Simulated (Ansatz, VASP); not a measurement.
## Be4Se: VASP beside Ansatz

```
Be Se
1.0
     3.96290    0.00000    0.00000
     0.00000    3.96290    0.00000
     0.00000    0.00000    3.96290
Be Se
4 1
Direct
  0.00000 0.00000 0.00000
  0.50000 0.00000 0.00000
  0.00000 0.50000 0.00000
  0.00000 0.00000 0.50000
  0.50000 0.50000 0.50000
```

Alike in both runs: functional PBE; k mesh 10 × 10 × 10; occupations gaussian, width 0.1 eV; no spin polarisation.

Ansatz relaxed the structure, and its values are those at the end. VASP's run is a single point on that final structure, the one shown.

|  | VASP | Ansatz |
| --- | --- | --- |
| version | VASP 6.6.1 | Ansatz 0.2.0 |
| potentials or method | VASP PAW PBE potentials, release 64 (Be, Se) | scalar-relativistic, plane waves, PAW |
| plane-wave cutoff (eV) | 520 | 420 |
| valence electrons in the cell | 14 | 24 |

|  | VASP | Ansatz | Ansatz less VASP |
| --- | --- | --- | --- |
| gap on the k mesh at the Fermi level (eV) | none | none | - |
| pressure (GPa) | 0.1 | 0.0 | -0.06 |

A gap of «none» marks a metal or a gap that the smearing closes. The two sets of potentials don't hold the same shells in valence.
